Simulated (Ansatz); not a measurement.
Write the native input for Ansatz 0.2.0 that does the following.

| Item | Value |
| --- | --- |
| Task | relaxation of cell and atoms |
| Functional | LDA |
| Potentials or basis | Ansatz PAW |
| Cutoff | 420 eV (not typed: the program's choice for these potentials) |
| k mesh | 10 × 10 × 8 |
| Occupations | fermi-dirac, width 0.05 eV |
| Spin | no spin polarisation |

Crystal: TiB2.

```
Ti B
1.0
     3.02920    0.00000    0.00000
    -1.51460    2.62336    0.00000
     0.00000    0.00000    3.22840
Ti B
1 2
Direct
  0.00000 0.00000 0.00000
  0.66667 0.33333 0.50000
  0.33333 0.66667 0.50000
```

These files were run (other wordings do the same):

input.yaml

```yaml
crystal:
  lattice:
    - [3.0292, 0.0, 0.0]
    - [-1.5146, 2.6233641531, 0.0]
    - [0.0, 0.0, 3.2284]
  atoms:
    - { symbol: Ti, position: [0.0, 0.0, 0.0] }
    - { symbol: B, position: [0.6666666667, 0.3333333333, 0.5] }
    - { symbol: B, position: [0.3333333333, 0.6666666667, 0.5] }
hamiltonian:
  xc: lda
  pseudopotentials: { kind: paw }
kpoints:
  mp_grid: { grid: [10, 10, 8] }
scf:
  occupations: { method: fermi_dirac, width: 0.05 }
output:
  forces: true
  stress: true
relax:
  f_tol: 0.01
  max_steps: 40
  cell: { stress_tol: 0.05 }
```

Potentials or basis: Ansatz PAW.

Command:

```console
$ ansatz run input.yaml --threads 2 --pin off --max-ram 5632MiB --backend cpu --events-out ev --progress --plain --runs-dir out
```

It gave:

```yaml
Relaxed_volume: 8.18 Å³/atom
Relaxed_cell: a = 2.993 Å, b = 2.993 Å, c = 3.163 Å, α = 90.00°, β = 90.00°, γ = 120.00°
Space_group_after_relaxing_to_0.05_Å: P6/mmm (No. 191)
Energy_gained_by_relaxing: 13.6 meV/atom
Ionic_steps: 7
Pressure_after_relaxing: 0.0 GPa
```

Caveat: the plane-wave basis is chosen anew once the cell has moved, so the energies of steps on either side of that aren't comparable; the PAW data sets come from PBE, with cores solved anew for the run's functional, which leaves a small shift of forces and pressure.

It took 3.6 s on 2 threads of Intel(R) Xeon(R) Platinum 8488C (Sapphire Rapids), with other jobs on the host, peak memory 0.38 GiB.
